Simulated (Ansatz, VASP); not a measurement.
**MgO: VASP beside Ansatz**

```
CELL_PARAMETERS angstrom
3.32582 0.00000 0.00000
-1.66291 2.88024 0.00000
0.00000 0.00000 4.95215
ATOMIC_POSITIONS crystal
Mg 0.33333 0.66667 0.01547
Mg 0.66667 0.33333 0.51547
O 0.33333 0.66667 0.40094
O 0.66667 0.33333 0.90094
```

Alike in both runs: task single point; functional PBEsol; k mesh 9 × 9 × 6; occupations gaussian, width 0.05 eV; no spin polarisation.

```csv
,VASP,Ansatz
version,VASP 6.6.1,Ansatz 0.2.0
potentials or method,"VASP PAW PBE potentials, release 64 (Mg, O)","scalar-relativistic, plane waves, PAW"
plane-wave cutoff (eV),520,520
valence electrons in the cell,16,32
```

Ansatz gave:

```
gap on the k mesh at the Fermi level (eV)       : 3.41
least direct gap on the mesh (eV)               : 3.41
pressure (GPa)                                  : 0.8
largest component of the traceless stress (GPa) : 7.52
rms of the force components (eV/Å)              : 0.431
```

Task: What did VASP give for the same quantities?

Result: gap on the k mesh at the Fermi level (eV): 3.40; least direct gap on the mesh (eV): 3.40; pressure (GPa): 0.5; largest component of the traceless stress (GPa): 7.68; rms of the force components (eV/Å): 0.438.

Atom by atom the forces differ by 0.007 eV/Å (rms over components). The functional is the same, so the differences come from potentials, cutoffs and numerics. The two sets of potentials don't hold the same shells in valence. Ansatz warned: «pseudo_functional_mismatch».

Caveats: the PAW data sets were made with another functional, which shifts forces and pressure a little (VASP); an odd mesh through Γ misses points on the zone boundary, where band edges often lie.
